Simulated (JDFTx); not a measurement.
The system is CdF2.

```
Cd F
1.0
     0.00000    2.69400    2.69400
     2.69400    0.00000    2.69400
     2.69400    2.69400    0.00000
Cd F
1 2
Direct
  0.00000 0.00000 0.00000
  0.75000 0.75000 0.75000
  0.25000 0.25000 0.25000
```

Base run:

```yaml
Program: JDFTx 1.7.0 (patched build)
Functional: PBEsol
Potentials_or_basis: PseudoDojo-SR-PBEsol-0.4.1-standard with smoothed tails
Cutoff: 1388 eV
Density_cutoff: 11102 eV
k_mesh: 9 × 9 × 9
Occupations: fermi-dirac, width 0.05 eV
Spin: no spin polarisation
```

Its results: band gap on the k mesh 2.98 eV, indirect (least direct gap 3.44 eV); pressure -0.4 GPa.

**Question.** The run is repeated on the same cell with these changes: functional from PBEsol to LDA; potentials or basis from PseudoDojo-SR-PBEsol-0.4.1-standard with smoothed tails to PseudoDojo-SR-LDA-0.4.1-standard with smoothed tails. What comes out?

**Answer.** Band gap on the k mesh 2.85 eV, indirect (least direct gap 3.29 eV); pressure -5.8 GPa.

Caveats: the empty levels aren't tightly converged; an odd mesh through Γ misses points on the zone boundary, where band edges often lie.
